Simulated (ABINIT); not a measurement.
# BeTe: band structure with PBE

BeTe:

```
Te Be
1.0
     0.00000    2.77000    2.77000
     2.77000    0.00000    2.77000
     2.77000    2.77000    0.00000
Te Be
1 1
Direct
  0.75000 0.75000 0.75000
  0.00000 0.00000 0.00000
```

```yaml
Program: ABINIT 10.8.3 (patched build)
Task: band structure
Functional: PBE
Potentials_or_basis: JTH PAW PBE v2.0
Cutoff: 408 eV
k_mesh: 8 × 8 × 8
Occupations: fermi-dirac, width 0.05 eV
Spin: spin-orbit coupling, no magnetisation
Fine-grid_cutoff: 816.342 eV
Exchange_and_correlation_inside_the_PAW_spheres: full angular mesh (pawxcdev 0, this build's default; the released program takes 1)
```

```yaml
Band_gap_on_the_k_mesh: 1.55 eV, indirect (least direct gap 3.28 eV)
Valence_electrons_inside_the_program's_atomic_spheres: Te 3.24; Be 2.55
```

Levels at the corners of the path, in eV from the valence-band top:
| point | band 7 | band 8 | band 9 | band 10 | band 11 | band 12 | band 13 | band 14 |
| --- | --- | --- | --- | --- | --- | --- | --- | --- |
| Γ | 0.00 | 0.00 | 0.00 | 0.00 | 3.28 | 3.28 | 3.38 | 3.38 |
| X | -3.30 | -3.30 | -2.91 | -2.91 | 1.55 | 1.55 | 2.30 | 2.30 |
| W | -4.51 | -4.07 | -3.73 | -3.68 | 5.02 | 5.06 | 5.36 | 5.36 |
| K | -4.59 | -4.32 | -2.66 | -2.65 | 2.33 | 2.36 | 5.07 | 5.17 |
| Γ | 0.00 | 0.00 | 0.00 | 0.00 | 3.28 | 3.28 | 3.38 | 3.38 |
| L | -1.75 | -1.75 | -1.25 | -1.25 | 2.96 | 2.96 | 4.28 | 4.28 |
| U | -4.59 | -4.32 | -2.66 | -2.65 | 2.33 | 2.36 | 5.07 | 5.17 |
| W | -4.51 | -4.07 | -3.73 | -3.68 | 5.02 | 5.06 | 5.36 | 5.36 |
| L | -1.75 | -1.75 | -1.25 | -1.25 | 2.96 | 2.96 | 4.28 | 4.28 |
| K | -4.59 | -4.32 | -2.66 | -2.65 | 2.33 | 2.36 | 5.07 | 5.17 |

Run time: 110 s on 1 thread of Arm Neoverse V1 (shared host), peak memory 0.15 GiB.

 Expect the measured gap to be larger: semilocal functionals such as PBE lack the derivative discontinuity.
